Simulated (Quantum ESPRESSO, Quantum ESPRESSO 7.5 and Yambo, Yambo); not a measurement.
# Quasiparticle gap of NaH (Fm-3m) in Yambo

Wanted: ground state, empty states, screening and self-energy for NaH (Fm-3m).

Method: PBE and many-body steps on it, plane waves, in Quantum ESPRESSO 7.5 and Yambo 5.3.0.

## (1) Starting point

It takes space group Fm-3m (No. 225, cubic). Conventional cell: a = 4.773 Å, b = 4.773 Å, c = 4.773 Å, α = 90.00°, β = 90.00°, γ = 90.00°. Nearest to Na lie 6 H at 2.39 Å. Nearest to H lie 6 Na at 2.39 Å. Farther neighbours are not listed.

The cell and positions are those that the Materials Project relaxed with its own functionals (PBE, PBE+U or r2SCAN), kept fixed.

## (2) Ground state

This step: Quantum ESPRESSO 7.5; DFT, PBE, plane waves, norm-conserving pseudopotentials.

The ground-state density comes first.

File pw.in:

```
&control
  calculation = 'scf'
  prefix = 'x'
  outdir = 'o'
  pseudo_dir = 'pseudo'
/
&system
  ibrav = 0
  nat = 2
  ntyp = 2
  ecutwfc = 76.0
  nbnd = 10
  force_symmorphic = .true.
/
&electrons
  conv_thr = 1e-10
  electron_maxstep = 80
  mixing_beta = 0.5
/
ATOMIC_SPECIES
  Na 22.99 Na.upf
  H 1.008 H.upf
CELL_PARAMETERS angstrom
  -0.0000000000 2.3864216652 2.3864216652
  2.3864216652 -0.0000000000 2.3864216652
  2.3864216652 2.3864216652 -0.0000000000
ATOMIC_POSITIONS crystal
  Na 0.0000000000 0.0000000000 0.0000000000
  H 0.5000000000 0.5000000000 0.5000000000
K_POINTS automatic
  8 8 8 0 0 0
```

Command:

```sh
$ OMP_NUM_THREADS=1 mpirun -n 4 pw.x -nk 4 -in pw.in > pw.out
```

The program printed:

```text
Program PWSCF v.7.5 starts

     This program is part of the open-source Quantum ESPRESSO suite
     for quantum simulation of materials; please cite
         "P. Giannozzi et al., J. Phys.:Condens. Matter 21 395502 (2009);
         "P. Giannozzi et al., J. Phys.:Condens. Matter 29 465901 (2017);
         "P. Giannozzi et al., J. Chem. Phys. 152 154105 (2020);
     in publications or presentations arising from this work. More details at
     Message from routine setup:
     using ibrav=0 with symmetry is DISCOURAGED, use correct ibrav instead

     G-vector sticks info

     bravais-lattice index     =            0
     lattice parameter (alat)  =       6.3777  a.u.
     unit-cell volume          =     183.4291 (a.u.)^3
     number of atoms/cell      =            2
     number of atomic types    =            2
     number of electrons       =        10.00
     number of Kohn-Sham states=           10
     kinetic-energy cutoff     =      76.0000  Ry
     charge density cutoff     =     304.0000  Ry
     scf convergence threshold =      1.0E-10
     mixing beta               =       0.5000
     number of iterations used =            8  plain     mixing
     Exchange-correlation= PBE
                           (   1   4   3   4   0   0   0)

     celldm(1)=   6.377655  celldm(2)=   0.000000  celldm(3)=   0.000000
     celldm(4)=   0.000000  celldm(5)=   0.000000  celldm(6)=   0.000000

     crystal axes: (cart. coord. in units of alat)
               a(1) = (  -0.000000   0.707107   0.707107 )
               a(2) = (   0.707107  -0.000000   0.707107 )
               a(3) = (   0.707107   0.707107  -0.000000 )

     reciprocal axes: (cart. coord. in units 2 pi/alat)
               b(1) = ( -0.707107  0.707107  0.707107 )
               b(2) = (  0.707107 -0.707107  0.707107 )
               b(3) = (  0.707107  0.707107 -0.707107 )
     Pseudo is Norm-conserving, Zval =  9.0
     Generated using ONCVPSP code by D. R. Hamann
     Using radial grid of 1992 points,  4 beta functions with:
     Pseudo is Norm-conserving, Zval =  1.0
     Generated using ONCVPSP code by D. R. Hamann
     Using radial grid of 1166 points,  3 beta functions with:
     Na                9.00    22.99000     Na( 1.00)
     H                 1.00     1.00800     H ( 1.00)

     48 Sym. Ops., with inversion, found

   Cartesian axes

     site n.     atom                  positions (alat units)
         1        Na     tau(   1) = (   0.0000000   0.0000000   0.0000000  )
         2        H      tau(   2) = (   0.7071068   0.7071068   0.7071068  )

     number of k points=    29
                       cart. coord. in units 2pi/alat
        k(    1) = (   0.0000000   0.0000000   0.0000000), wk =   0.0039062
        k(    2) = (   0.0883883   0.0883883  -0.0883883), wk =   0.0312500
        k(    3) = (   0.1767767   0.1767767  -0.1767767), wk =   0.0312500
        k(    4) = (   0.2651650   0.2651650  -0.2651650), wk =   0.0312500
        k(    5) = (  -0.3535534  -0.3535534   0.3535534), wk =   0.0156250
        k(    6) = (   0.1767767   0.0000000   0.0000000), wk =   0.0234375
        k(    7) = (   0.2651650   0.0883883  -0.0883883), wk =   0.0937500
        k(    8) = (   0.3535534   0.1767767  -0.1767767), wk =   0.0937500
        k(    9) = (  -0.2651650  -0.4419417   0.4419417), wk =   0.0937500
        k(   10) = (  -0.1767767  -0.3535534   0.3535534), wk =   0.0937500
     [... 17 further rows ...]
        k(   28) = (  -0.7071068   0.1767767  -0.0000000), wk =   0.0468750
        k(   29) = (  -0.7071068   0.3535534   0.0000000), wk =   0.0234375

     Dense  grid:    16361 G-vectors     FFT dimensions: (  36,  36,  36)

     Initial potential from superposition of free atoms

     starting charge       9.9937, renormalised to      10.0000
     Starting wfcs are    6 randomized atomic wfcs +    4 random wfcs

     per-process dynamical memory:    15.5 Mb

     Self-consistent Calculation

     iteration #  1     ecut=    76.00 Ry     beta= 0.50

     Threshold (ethr) on eigenvalues was too large:
     Diagonalizing with lowered threshold

     total energy              =     -92.61713001 Ry
     estimated scf accuracy    <       0.09139333 Ry

     iteration #  2     ecut=    76.00 Ry     beta= 0.50

     total energy              =     -92.62176237 Ry
     estimated scf accuracy    <       0.00607680 Ry

     iteration #  3     ecut=    76.00 Ry     beta= 0.50

     total energy              =     -92.62261332 Ry
     estimated scf accuracy    <       0.00015400 Ry

     iteration #  4     ecut=    76.00 Ry     beta= 0.50

     total energy              =     -92.62263638 Ry
     estimated scf accuracy    <       0.00000855 Ry

     iteration #  5     ecut=    76.00 Ry     beta= 0.50

     total energy              =     -92.62263842 Ry
     estimated scf accuracy    <       0.00000047 Ry

     iteration #  6     ecut=    76.00 Ry     beta= 0.50

     total energy              =     -92.62263858 Ry
     estimated scf accuracy    <       0.00000006 Ry

     iteration #  7     ecut=    76.00 Ry     beta= 0.50

     total energy              =     -92.62263859 Ry
     estimated scf accuracy    <          8.4E-10 Ry

     iteration #  8     ecut=    76.00 Ry     beta= 0.50

     End of self-consistent calculation

          k = 0.0000 0.0000 0.0000 (  2085 PWs)   bands (ev):

   -49.2464 -21.1369 -21.1369 -21.1369  -2.7792  11.6883  16.8866  16.8866
    16.8867  17.7690

          k = 0.0884 0.0884-0.0884 (  2049 PWs)   bands (ev):

   -49.2452 -21.1523 -21.1385 -21.1385  -2.5038  10.7590  14.2125  16.0534
    16.0534  18.7787

          k = 0.1768 0.1768-0.1768 (  2048 PWs)   bands (ev):

   -49.2424 -21.1900 -21.1429 -21.1429  -1.7211   8.3435  12.7341  15.2421
    15.2421  18.7798

          k = 0.2652 0.2652-0.2652 (  2045 PWs)   bands (ev):

     [... further k-points ...]

     highest occupied, lowest unoccupied level (ev):     0.9383    4.7674

!    total energy              =     -92.62263859 Ry
     estimated scf accuracy    <          9.9E-11 Ry

     The total energy is the sum of the following terms:
     one-electron contribution =     -70.73363932 Ry
     hartree contribution      =      36.46412682 Ry
     xc contribution           =     -14.49484936 Ry
     ewald contribution        =     -43.85827673 Ry

     convergence has been achieved in   8 iterations

     XML data file, charge density, pseudopotentials, collected wavefunctions

=------------------------------------------------------------------------------=
   JOB DONE.
=------------------------------------------------------------------------------=
```

Run time: 3.1 s. Hardware: 4 MPI ranks of Arm Neoverse V1, shared host; peak memory 0.2 GiB; 12 s of CPU time.

Numbers from this step:

* total energy: -1260.1952 eV
* gap: 3.829 eV
* k of the valence top: 0.25, -0.5, -0.25
* k of the conduction bottom: 0, 0, -0.5
* least direct gap: 4.708 eV

The gap is indirect, with the least direct gap 0.88 eV higher.

## (3) Bands along the symmetry lines

The cheap functional maps the bands first; the places of the edges decide which points the dearer methods must see.

File pw.in:

```
&control
  calculation = 'bands'
  prefix = 'x'
  outdir = 'o'
  pseudo_dir = 'pseudo'
/
&system
  ibrav = 0
  nat = 2
  ntyp = 2
  ecutwfc = 76.0
  nbnd = 11
  force_symmorphic = .true.
/
&electrons
  conv_thr = 1e-9
  electron_maxstep = 80
  diago_full_acc = .true.
  diago_thr_init = 5e-6
/
ATOMIC_SPECIES
  Na 22.99 Na.upf
  H 1.008 H.upf
CELL_PARAMETERS angstrom
  -0.0000000000 2.3864216652 2.3864216652
  2.3864216652 -0.0000000000 2.3864216652
  2.3864216652 2.3864216652 -0.0000000000
ATOMIC_POSITIONS crystal
  Na 0.0000000000 0.0000000000 0.0000000000
  H 0.5000000000 0.5000000000 0.5000000000
K_POINTS crystal
  50
  0.00000000 0.00000000 0.00000000 1
  0.06250000 0.00000000 0.06250000 1
  0.12500000 0.00000000 0.12500000 1
  0.18750000 0.00000000 0.18750000 1
  0.25000000 0.00000000 0.25000000 1
  0.31250000 0.00000000 0.31250000 1
  0.37500000 0.00000000 0.37500000 1
  0.43750000 0.00000000 0.43750000 1
  0.50000000 0.00000000 0.50000000 1
  0.51562500 0.03125000 0.51562500 1
  0.53125000 0.06250000 0.53125000 1
  0.54687500 0.09375000 0.54687500 1
  0.56250000 0.12500000 0.56250000 1
  0.57812500 0.15625000 0.57812500 1
  0.59375000 0.18750000 0.59375000 1
  0.60937500 0.21875000 0.60937500 1
  0.62500000 0.25000000 0.62500000 1
  0.37500000 0.37500000 0.75000000 1
  0.32812500 0.32812500 0.65625000 1
  0.28125000 0.28125000 0.56250000 1
  0.23437500 0.23437500 0.46875000 1
  0.18750000 0.18750000 0.37500000 1
  0.14062500 0.14062500 0.28125000 1
  0.09375000 0.09375000 0.18750000 1
  0.04687500 0.04687500 0.09375000 1
  0.00000000 0.00000000 0.00000000 1
  0.06250000 0.06250000 0.06250000 1
  0.12500000 0.12500000 0.12500000 1
  0.18750000 0.18750000 0.18750000 1
  0.25000000 0.25000000 0.25000000 1
  0.31250000 0.31250000 0.31250000 1
  0.37500000 0.37500000 0.37500000 1
  0.43750000 0.43750000 0.43750000 1
  0.50000000 0.50000000 0.50000000 1
  0.50000000 0.46875000 0.53125000 1
  0.50000000 0.43750000 0.56250000 1
  0.50000000 0.40625000 0.59375000 1
  0.50000000 0.37500000 0.62500000 1
  0.50000000 0.34375000 0.65625000 1
  0.50000000 0.31250000 0.68750000 1
  0.50000000 0.28125000 0.71875000 1
  0.50000000 0.25000000 0.75000000 1
  0.50000000 0.21875000 0.71875000 1
  0.50000000 0.18750000 0.68750000 1
  0.50000000 0.15625000 0.65625000 1
  0.50000000 0.12500000 0.62500000 1
  0.50000000 0.09375000 0.59375000 1
  0.50000000 0.06250000 0.56250000 1
  0.50000000 0.03125000 0.53125000 1
  0.50000000 0.00000000 0.50000000 1
```

The program printed:

```text
[banner, memory and clock lines left out]
Program PWSCF v.7.5 starts

     Atomic positions and unit cell read from directory:
     o/x.save/

     Message from routine setup:
     using ibrav=0 with symmetry is DISCOURAGED, use correct ibrav instead

     G-vector sticks info

     bravais-lattice index     =            0
     lattice parameter (alat)  =       6.3777  a.u.
     unit-cell volume          =     183.4291 (a.u.)^3
     number of atoms/cell      =            2
     number of atomic types    =            2
     number of electrons       =        10.00
     number of Kohn-Sham states=           11
     kinetic-energy cutoff     =      76.0000  Ry
     charge density cutoff     =     304.0000  Ry
     Exchange-correlation= PBE
                           (   1   4   3   4   0   0   0)

     celldm(1)=   6.377655  celldm(2)=   0.000000  celldm(3)=   0.000000
     celldm(4)=   0.000000  celldm(5)=   0.000000  celldm(6)=   0.000000

     crystal axes: (cart. coord. in units of alat)
               a(1) = (  -0.000000   0.707107   0.707107 )
               a(2) = (   0.707107  -0.000000   0.707107 )
               a(3) = (   0.707107   0.707107  -0.000000 )

     reciprocal axes: (cart. coord. in units 2 pi/alat)
               b(1) = ( -0.707107  0.707107  0.707107 )
               b(2) = (  0.707107 -0.707107  0.707107 )
               b(3) = (  0.707107  0.707107 -0.707107 )
     Pseudo is Norm-conserving, Zval =  9.0
     Generated using ONCVPSP code by D. R. Hamann
     Using radial grid of 1992 points,  4 beta functions with:
     Pseudo is Norm-conserving, Zval =  1.0
     Generated using ONCVPSP code by D. R. Hamann
     Using radial grid of 1166 points,  3 beta functions with:
     Na                9.00    22.99000     Na( 1.00)
     H                 1.00     1.00800     H ( 1.00)

     48 Sym. Ops., with inversion, found

   Cartesian axes

     site n.     atom                  positions (alat units)
         1        Na     tau(   1) = (   0.0000000   0.0000000   0.0000000  )
         2        H      tau(   2) = (   0.7071068   0.7071068   0.7071068  )

     number of k points=    50
                       cart. coord. in units 2pi/alat
        k(    1) = (   0.0000000   0.0000000   0.0000000), wk =   0.0400000
        k(    2) = (   0.0000000   0.0883883   0.0000000), wk =   0.0400000
        k(    3) = (   0.0000000   0.1767767   0.0000000), wk =   0.0400000
[...]
[... 38 further rows ...]
        k(   49) = (   0.0441942   0.7071068   0.0000000), wk =   0.0400000
        k(   50) = (   0.0000000   0.7071068   0.0000000), wk =   0.0400000

     Dense  grid:    16361 G-vectors     FFT dimensions: (  36,  36,  36)

     The potential is recalculated from file :
     o/x.save/charge-density

     Starting wfcs are    6 randomized atomic wfcs +    5 random wfcs

     Band Structure Calculation

     End of band structure calculation

          k = 0.0000 0.0000 0.0000 (  2085 PWs)   bands (ev):

   -49.2464 -21.1369 -21.1369 -21.1369  -2.7792  11.6883  16.8866  16.8866
    16.8867  17.7690  17.7690

          k = 0.0000 0.0884 0.0000 (  2061 PWs)   bands (ev):

   -49.2460 -21.1407 -21.1382 -21.1382  -2.6867  11.3982  15.9393  15.9393
    16.0098  17.9777  18.9117

          k = 0.0000 0.1768 0.0000 (  2037 PWs)   bands (ev):

   -49.2449 -21.1518 -21.1419 -21.1419  -2.4142  10.6531  14.7785  14.8430
    14.8430  18.2812  20.0529

          k =-0.0000 0.2652 0.0000 (  2033 PWs)   bands (ev):

[...]
k = 0.0000 0.4419-0.0000 (  2048 PWs)   bands (ev):

[...]
k =-0.0000 0.5303 0.0000 (  2068 PWs)   bands (ev):

[...]
k = 0.0000 0.6187-0.0000 (  2064 PWs)   bands (ev):

[...]
k = 0.4640 0.4640-0.0000 (  2063 PWs)   bands (ev):

[...]
k = 0.3315 0.3315-0.0000 (  2045 PWs)   bands (ev):

[...]
k = 0.3094 0.7071-0.0000 (  2068 PWs)   bands (ev):

[...]
k = 0.2210 0.7071-0.0000 (  2062 PWs)   bands (ev):

[...]
k = 0.1768 0.7071-0.0000 (  2064 PWs)   bands (ev):

[...]
k = 0.0442 0.7071 0.0000 (  2050 PWs)   bands (ev):

   -49.2359 -21.2301 -21.1728 -21.1724   0.7619   5.6703  10.6952  11.6008
    12.3474  13.4027  25.2655

          k = 0.0000 0.7071 0.0000 (  2044 PWs)   bands (ev):

   -49.2359 -21.2306 -21.1722 -21.1722   0.7552   5.6483  11.1478  11.8443
    11.8443  13.1101  25.3741

     XML data file, pseudopotentials, collected wavefunctions
```

Wall time 2 s (4 MPI ranks); peak memory 0.05 GiB; 7.5 s of CPU time.

Numbers from this step:

| Item | Value |
| --- | --- |
| gap | 3.829 eV |
| k of the valence top | 0.5, 0.25, 0.75 |
| k of the conduction bottom | 0.5, 0.5, 0.5 |
| least direct gap | 4.708 eV |

The gap is 3.829 eV, as in the run before at this level.

The electronic bands at the labelled points (eV, zero at the top of the highest filled band; v1 is the highest filled band, c1 the lowest empty one):

| point | v4 | v3 | v2 | v1 | c1 | c2 | c3 | c4 |
| --- | --- | --- | --- | --- | --- | --- | --- | --- |
| Γ | -22.08 | -22.08 | -22.08 | -3.72 | 10.75 | 15.95 | 15.95 | 15.95 |
| halfway | -22.12 | -22.09 | -22.09 | -2.34 | 7.67 | 11.84 | 12.22 | 12.22 |
| X | -22.17 | -22.11 | -22.11 | -0.18 | 4.71 | 10.21 | 10.91 | 10.91 |
| halfway | -22.16 | -22.12 | -22.11 | -0.14 | 4.89 | 8.29 | 11.06 | 11.50 |
| U | -22.15 | -22.13 | -22.10 | -0.12 | 5.42 | 6.49 | 11.51 | 12.12 |
| jump to K | -22.15 | -22.13 | -22.10 | -0.12 | 5.42 | 6.49 | 11.51 | 12.12 |
| halfway | -22.14 | -22.10 | -22.08 | -2.18 | 7.15 | 9.23 | 14.37 | 14.60 |
| Γ | -22.08 | -22.08 | -22.08 | -3.72 | 10.75 | 15.95 | 15.95 | 15.95 |
| halfway | -22.13 | -22.08 | -22.08 | -2.66 | 7.41 | 11.80 | 14.30 | 14.30 |
| L | -22.18 | -22.09 | -22.09 | -0.88 | 3.83 | 11.04 | 13.66 | 13.66 |
| halfway | -22.16 | -22.11 | -22.10 | -0.50 | 4.63 | 7.97 | 11.28 | 15.29 |
| W | -22.14 | -22.14 | -22.11 | 0.00 | 6.13 | 6.13 | 8.60 | 16.82 |
| halfway | -22.16 | -22.12 | -22.11 | -0.09 | 5.06 | 7.94 | 9.37 | 13.98 |
| X | -22.17 | -22.11 | -22.11 | -0.18 | 4.71 | 10.21 | 10.91 | 10.91 |

The electronic bands as a text plot (rows in eV, shown from -8.0 to 9.8 only):

```
    9.5 |  ++         +         +  ++    ++         +   +    ++++
    8.7 |    +                             +         +   ++++ +
    8.0 |     ++       ++     ++ ++                   +      +
    7.2 |                +  ++  +           +          +    +
    6.5 |       ++        +   ++                        ++++
    5.7 |         +       ++++               ++         ++ ++
    5.0 |          +++++++                     +       +     ++++
    4.3 |                                       +   +++
    3.5 |                                        +++
    2.8 |
    2.0 |
    1.3 |
    0.5 |
   -0.2 |          *********                          ***********
   -0.9 |         *         **                  ******
   -1.7 |       **            **               *
   -2.4 |     **                *           ***
   -3.2 |  ***                   ****    ***
   -3.9 |**                          ****
   -4.7 |
   -5.4 |
   -6.1 |
   -6.9 |
   -7.6 |
         Γ           X  U|K            Γ         L        W     X
```

(Continued in part 2 of 3.)

[Paths, hosts, dates, memory and timing lines, banners, echoed tables and standing remarks are left out of the program output.]

[Logs are printed without paths, hosts, clocks, repeated set-up lines and the standing remarks that a program may print on its own settings, such as how far it seeks lower states.]

[Runs of the session that timed out or met a known fault of the program may be left out.]

[Hosts, paths, dates, database ids (printed as entryN), source tags and the programs' standing remarks are cut or masked in the printed files.]
